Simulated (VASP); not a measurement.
HfB:

```
CELL_PARAMETERS angstrom
0.00000 2.31000 2.31000
2.31000 0.00000 2.31000
2.31000 2.31000 0.00000
ATOMIC_POSITIONS crystal
Hf 0.50000 0.50000 0.50000
B 0.00000 0.00000 0.00000
```

```yaml
Program: VASP 6.6.1
Task: relaxation of cell and atoms
Functional: PBE
Potentials_or_basis: VASP PAW PBE potentials, release 64 (Hf_pv, B)
Cutoff: 520 eV
k_mesh: 16 × 16 × 16
Occupations: gaussian, width 0.1 eV
Spin: no spin polarisation
```

At the start: pressure 30.7 GPa; volume 12.33 Å³/atom.

Problem. How do energy, volume and symmetry change on relaxing?

Solution. Over 15 steps the energy falls by 154.3 meV/atom and the volume is 14.13 Å³/atom (+14.6 %); space group Fm-3m (No. 225, to 0.05 Å).

The path:
```csv
step,energy change (eV),largest force (eV/Å),pressure (GPa),volume (Å³)
1,0.0000,0.0000,30.67,24.65
2,0.1654,0.0000,-22.39,34.07
3,-0.3081,0.0000,-0.99,28.42
4,-0.3086,0.0000,-0.18,28.28
5,-0.3085,0.0000,0.46,28.20
6,-0.3086,0.0000,0.35,28.20
7,-0.3086,0.0000,0.27,28.21
8,-0.3086,0.0000,0.27,28.21
9,-0.3086,0.0000,0.27,28.21
10,-0.3086,0.0000,0.27,28.21
11,-0.3086,0.0000,0.27,28.21
12,-0.3086,0.0000,0.26,28.22
13,-0.3086,0.0000,0.20,28.22
14,-0.3086,0.0000,0.13,28.23
15,-0.3086,0.0000,0.00,28.25
```

Final structure:
```
Hf B
1.0
     0.00000    2.41741    2.41741
     2.41741    0.00000    2.41741
     2.41741    2.41741    0.00000
Hf B
1 1
Cartesian
  2.4174 2.4174 2.4174
  0.0000 0.0000 0.0000
```

Caveat: the volume moved by +15 % from the deposited cell, more than functionals usually miss.
